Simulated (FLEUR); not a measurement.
C under changes of volume

One of the cells (5.672 Å³/atom); the others are scaled copies at fixed shape and fractional positions:

```
C
1.0
     0.00000    1.78337    1.78337
     1.78337    0.00000    1.78337
     1.78337    1.78337    0.00000
C
2
Direct
  0.75000 0.75000 0.75000
  0.50000 0.50000 0.50000
```

This isn't the form of C at room conditions, which is graphite.

| Property | Result |
| --- | --- |
| Program | FLEUR MaX-R8.1 (later development tree) |
| Functional | r2SCAN |
| Potentials or basis | all-electron |
| Basis | FLAPW |
| Kmax | 5.5 1/bohr |
| k mesh | 13 × 13 × 13 |
| Occupations | fermi-dirac, width 0.05 eV |
| Spin | no spin polarisation |

```tsv
volume (Å³/atom)	energy over the lowest point (meV/atom)	gap on the mesh (eV)
5.332	25.55	4.50
5.445	9.67	4.46
5.672	0.00	4.36
5.899	15.37	4.27
6.012	?	?
```

Task: What does the run at 6.012 Å³/atom give?

Result: Energy over the lowest point 31.09 meV/atom; gap on the mesh 4.23 eV.

Worked out: A Birch-Murnaghan fit of order 2 (a polynomial in V^(-2/3)) to the other rows has its minimum at 5.64 Å³/atom with B0 = V·E''(V) = 451 GPa. It gives 30.93 meV/atom at 6.012 Å³/atom, against the run's 31.09. A straight line through the other rows of the gap, of slope -2.31 eV per unit of ln V, extrapolates to 4.23 eV, against the run's 4.23.

Energies are extrapolated to zero smearing.

Caveats: the meta-GGA is that of a development version, with a GGA for the radial functions and cores and without core tails; an odd mesh through Γ misses points on the zone boundary, where band edges often lie.
